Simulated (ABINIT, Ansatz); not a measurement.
This is a calculation of MgS (Niningerite) for ABINIT 10.8.3 (patched build). 

Contents of run.abi:

```
pp_dirpath "./"
pseudos "S.GGA_PBE-JTH.xml, Mg.GGA_PBE-JTH.xml"

acell 3.6792887145 3.6792887145 3.6792887145 Angstrom
rprim
     0.0000000000     0.7071067812     0.7071067812
     0.7071067812     0.0000000000     0.7071067812
     0.7071067812     0.7071067812     0.0000000000
ntypat 2
znucl 16 12
natom 2
typat 1 2
xred
     0.5000000000     0.5000000000     0.5000000000
     0.0000000000     0.0000000000     0.0000000000

ecut 20.0
pawecutdg 40.0

kptopt 1
ngkpt 9 9 9
nshiftk 1
shiftk 0.0 0.0 0.0

ixc 11

nband 12
occopt 3
tsmear 0.00183747

nstep 100
tolvrs 1.0e-9

iomode 3
prtwf 0
prtden 0
prteig 0
prtebands 0
```

Potentials or basis: JTH PAW PBE v2.0.

Launch:

```sh
$ abinit run.abi > log 2>&1
```

Question: Translate it to Ansatz 0.2.0. Potentials or basis there: Ansatz PAW, cutoff 420 eV.

Answer: As run (cutoffs and basis follow the program's own potentials, and thresholds, step limits or extra output files can differ):

File input.yaml:

```yaml
crystal:
  lattice:
    - [0.0, 2.60165, 2.60165]
    - [2.60165, 0.0, 2.60165]
    - [2.60165, 2.60165, 0.0]
  atoms:
    - { symbol: S, position: [0.5, 0.5, 0.5] }
    - { symbol: Mg, position: [0.0, 0.0, 0.0] }
hamiltonian:
  xc: pbe
  pseudopotentials: { kind: paw }
kpoints:
  mp_grid: { grid: [9, 9, 9] }
scf:
  occupations: { method: fermi_dirac, width: 0.05 }
output:
  forces: true
  stress: true
  eigenvalues: true
```

Potentials or basis: Ansatz PAW.

Launch:

```sh
$ ansatz run input.yaml --threads 1 --pin off --max-ram 3584MiB --backend cpu --events-out ev --progress --plain --runs-dir out
```

Both were run:

|  | ABINIT | Ansatz |
| --- | --- | --- |
| Pressure | 1.1 GPa | 1.2 GPa |

Ansatz's pressure holds a Pulay term of +0.00 GPa for its cutoff of 420 eV, which the other run lacks.

Where Ansatz's input types no cutoff or centring, it takes its own default and a Γ-centred mesh.

Pressure is positive in compression.
